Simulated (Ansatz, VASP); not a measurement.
**One calculation of C, two programs**

```xyz
4
Lattice="2.4834 0.0000 0.0000 -1.2417 2.1507 0.0000 0.0000 0.0000 4.0945" Properties=species:S:1:pos:R:3 pbc="T T T"
C     0.0000    1.4338   -0.0010
C     1.2417    0.7169    2.0463
C     0.0000    1.4338    1.5323
C     1.2417    0.7169    3.5796
```

Alike in both runs: task single point; functional LDA; k mesh 9 × 9 × 6; no spin polarisation.

```csv
,VASP,Ansatz
version,VASP 6.6.1,Ansatz 0.2.0
potentials or method,"VASP PAW LDA potentials, release 64 (C)","scalar-relativistic, plane waves, PAW"
plane-wave cutoff (eV),520,420
occupations,"gaussian, width 0.01 eV",fixed
valence electrons in the cell,16,16
```

Ansatz gave:

- gap on the k mesh at the Fermi level (eV): 3.02
- least direct gap on the mesh (eV): 4.86
- pressure (GPa): 4.8
- largest component of the traceless stress (GPa): 9.54

**Question.** Estimate VASP's values.

**Answer.** gap on the k mesh at the Fermi level (eV): 2.99; least direct gap on the mesh (eV): 4.86; pressure (GPa): 6.6; largest component of the traceless stress (GPa): 9.56.

Ansatz warned: «pseudo_functional_mismatch».

Caveats: an odd mesh through Γ misses points on the zone boundary, where band edges often lie.
